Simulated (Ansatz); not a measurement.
Method: DFT, PBE, plane waves (420 eV) with PAW, scalar-relativistic in Ansatz 0.2.0.

An element in the simple cubic structure gives this curve. The cell is scaled uniformly from the relaxed one, with fractional coordinates and shape fixed. Energies are extrapolated to zero smearing, pressures are those at the given smearing. Magnetic state: spin not included.

```csv
V (Å³/atom),E − E₀ (meV/atom),P (GPa)
87.065,11.7,0.36
91.022,4.8,0.22
94.980,1.1,0.10
98.937,0.0,0.01
102.895,1.0,-0.07
106.852,3.8,-0.14
110.810,8.1,-0.19
```

Q: Which element is it?
A. rubidium
B. potassium
C. barium
D. lanthanum

A: A. Its fit is V₀ = 98.89 Å³/atom, B₀ = 2.2 GPa, B₀′ = 3.8.
